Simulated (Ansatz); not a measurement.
# BN: what each run costs

Cell: 2 atoms, space group P1, a = 2.508 Å, b = 2.508 Å, c = 3.274 Å, α = 101.11°, β = 101.11°, γ = 119.81°.

All runs are DFT with Ansatz 0.2.0 on 1 thread of Intel Xeon Platinum 8488C (Sapphire Rapids) (x86_64; 48 cores open to the job, memory cap 2.5 GiB, no GPU), a shared host.

Task: Rank the runs by wall time, shortest first.
A. single point, PBE, 420 eV, 13×13×9 k-points, smearing 0.02 eV
B. dielectric tensor by linear response, PBE, 420 eV, 13×13×9 k-points, fixed occupations
C. core holes on 2 sites, PBE, 420 eV, 3×3×3 k-points, fixed occupations, 36 atoms

Result: A (10 s, 0.53 GiB), B (31 s, 0.59 GiB), C (2 min, 0.84 GiB).
